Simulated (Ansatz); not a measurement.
**The Au atom under m-r²SCAN: a free atom in a box**

What energy and moment does a lone gold atom take? It is solved at Γ with spin polarisation and no symmetry, from 3 unpaired electrons. The moment is free to change.

Program: Ansatz 0.2.0. Level of theory: DFT m-r2SCAN, plane waves (500 eV) with PAW, scalar-relativistic; the PAW data stem from PBE, with regenerated cores; m-r²SCAN is r²SCAN on the gauge-invariant kinetic-energy density. These are calculated values, not measurements.

Periodic box: 14.0 × 14.4 × 14.8 Å.

As a file:

```
CELL_PARAMETERS angstrom
14.00000 0.00000 0.00000
0.00000 14.40000 0.00000
0.00000 0.00000 14.80000
ATOMIC_POSITIONS crystal
Au 0.50000 0.50000 0.50000
```

```
           quantity         value
start 3: end moment       1.00 μB
 gap between levels       1.04 eV
          above fcc  3.52 eV/atom
```

Started at 3 μB, the atom ends with 1.00 μB. Against fcc, computed apart with the same settings, the atom stands 3.52 eV higher. If this is the atom's lowest state, that is the cohesive energy, without zero-point motion or spin-orbit coupling.

Which input would start the first run of this session?

A: The one that was run. It is one of several that fit.

File input.yaml:

```yaml
crystal:
  lattice:
    - [14.0, 0.0, 0.0]
    - [0.0, 14.4, 0.0]
    - [0.0, 0.0, 14.8]
  atoms:
    - { symbol: Au, position: [0.5, 0.5, 0.5], spin: 3.0 }
  symmetry: { detect: false, time_reversal: true }
hamiltonian:
  xc: mr2scan
  pseudopotentials:
    kind: paw
    azcp:
      Au: "pseudopotentials/Au.paw.azcp"
basis:
  ecutwfc: 500
  fft_grid_basis: typed
kpoints:
  mp_grid: { grid: [1, 1, 1], shift: [0, 0, 0] }
magnetization:
  spin_polarized: true
scf:
  occupations: { method: fermi_dirac, width: 0.01 }
```

The run is started by

```console
$ ansatz run input.yaml --threads 4 --pin off --max-ram 8192MiB --backend cpu --events-out ev --progress --plain --runs-dir out
```
